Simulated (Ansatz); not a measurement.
Compare A (`OCCO`) with its isomer B (`CC(O)O`).

Gas-phase electronic energies from Ansatz, PBE0-D4/def2-TZVP geometries. CCSD(T)/CBS is the MP2 limit (def2-TZVPP, def2-QZVPP) plus CCSD(T) − MP2 in def2-TZVPP, frozen cores. This one scheme is used for every species. DFT in def2-TZVPP. B3LYP here is the variant with VWN-RPA as its local correlation; programs differ in this. Each species was taken in one conformer, which may not be the lowest.

A:

Z-matrix (Å, degrees):
```
C
C 1 1.511
O 1 1.405 2 111.3
H 1 1.094 2 110.1 3 119.3
H 1 1.103 2 109.4 3 -123.0
O 2 1.418 1 110.8 3 56.7
H 2 1.092 1 109.7 3 -59.7
H 2 1.098 1 110.6 3 -179.0
H 3 0.964 1 106.3 2 -41.9
H 6 0.961 2 108.4 1 72.1
```

B:

```xyz
10

C    -0.666    0.269    0.845
C     0.243    0.227   -0.358
O    -0.407   -0.531   -1.343
O     1.510   -0.299   -0.064
H    -0.197    0.839    1.647
H    -1.620    0.730    0.587
H    -0.863   -0.748    1.195
H     0.452    1.240   -0.724
H     0.169   -0.559   -2.113
H     1.379   -1.169    0.328
```

Task: Which isomer does CCSD(T)/CBS put lower? Give the gap. (An estimate is asked.)

Result: Ansatz gave: B, by 11.5 kcal/mol.

Task: Give E(B) − E(A) in kcal/mol with MP2/def2-TZVPP, B3LYP-D4, CCSD(T)/def2-TZVPP, HF/def2-TZVPP, PBE-D4, r2SCAN-D4, B2PLYP. (An estimate is asked.)

Result: The calculation gave: MP2/def2-TZVPP -11.9, B3LYP-D4 -11.0, CCSD(T)/def2-TZVPP -11.5, HF/def2-TZVPP -11.4, PBE-D4 -11.1, r2SCAN-D4 -12.0, B2PLYP -11.4. None reverses the order clearly.

Largest T1 diagnostic: 0.010.
